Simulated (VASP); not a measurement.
# A VASP 6.6.1 single-point calculation on MgO

INCAR

```
LCHARG = .FALSE.
SIGMA = 0.02
ISMEAR = -1
PREC = Accurate
LWAVE = .FALSE.
NELM = 98
ISIF = 2
EDIFF = 1E-7
GGA = PE
LREAL = .FALSE.
NSW = 0
ENCUT = 520
LASPH = .TRUE.
IBRION = -1
NBANDS = 11
```

KPOINTS

```
KPOINTS created by Atomic Simulation Environment
0
Gamma
1 1 1
0 0 0
```

POSCAR

```
Mg O
 1.0000000000000000
     2.6233491285000001    0.0000000000000000    0.0000000000000000
     0.0000000000000000    2.6233491285000001    0.0000000000000000
     0.0000000000000000    0.0000000000000000    2.6745044364999999
 Mg  O
   1   1
Cartesian
  0.0000000000000000  0.0000000000000000  0.0000000000000000
  1.3116745642500001  1.3116745642500001  1.3372522182500002
```

The recommended PBE PAW datasets give the neutral cell 8 valence electrons.

Command

```
mpirun -np 1 vasp_std
```

How does this run end, and what does it give?

It converged. Results: gap between bands v and c on the k mesh 2.36 eV; least direct gap on the k mesh 2.36 eV; pressure 48.0 GPa. Band v is the last that the valence electrons fill when counted band by band, and c is the next.

OSZICAR

```
N       E                     dE             d eps       ncg     rms          rms(c)
DAV:   1     0.295664929799E+02    0.29566E+02   -0.41713E+03    22   0.558E+02
DAV:   2    -0.478097066483E+01   -0.34347E+02   -0.33876E+02    28   0.139E+02
DAV:   3    -0.574091513604E+01   -0.95994E+00   -0.95988E+00    22   0.199E+01
DAV:   4    -0.574242015922E+01   -0.15050E-02   -0.15050E-02    28   0.108E+00
DAV:   5    -0.574242502868E+01   -0.48695E-05   -0.48695E-05    25   0.583E-02    0.115E+01
DAV:   6    -0.143889121193E+01    0.43035E+01   -0.13975E+01    22   0.255E+01    0.321E+00
DAV:   7    -0.146803707095E+01   -0.29146E-01   -0.21172E-01    22   0.354E+00    0.230E+00
DAV:   8    -0.151518028656E+01   -0.47143E-01   -0.13671E-01    22   0.380E+00    0.483E-01
DAV:   9    -0.151258027968E+01    0.26000E-02   -0.62617E-03    28   0.604E-01    0.195E-01
DAV:  10    -0.151281278159E+01   -0.23250E-03   -0.59125E-04    25   0.224E-01    0.421E-02
DAV:  11    -0.151278221507E+01    0.30567E-04   -0.17963E-04    22   0.905E-02    0.500E-03
DAV:  12    -0.151278279427E+01   -0.57920E-06   -0.54758E-06    28   0.198E-02    0.502E-03
DAV:  13    -0.151278230613E+01    0.48814E-06   -0.72362E-07    28   0.681E-03    0.422E-04
DAV:  14    -0.151278235915E+01   -0.53027E-07   -0.37434E-08    20   0.149E-03
   1 F= -.15127824E+01 E0= -.15127824E+01  d E =-.210488E-12
```

These settings aren't sound, so the numbers aren't properties of the crystal.

The fault: one k point for a small cell.

On sound settings PBE gives a gap of 2.36 eV on its mesh and a pressure of 2.5 GPa for the intended cell. This run's energy (σ→0) differs from it by 4438 meV an atom.
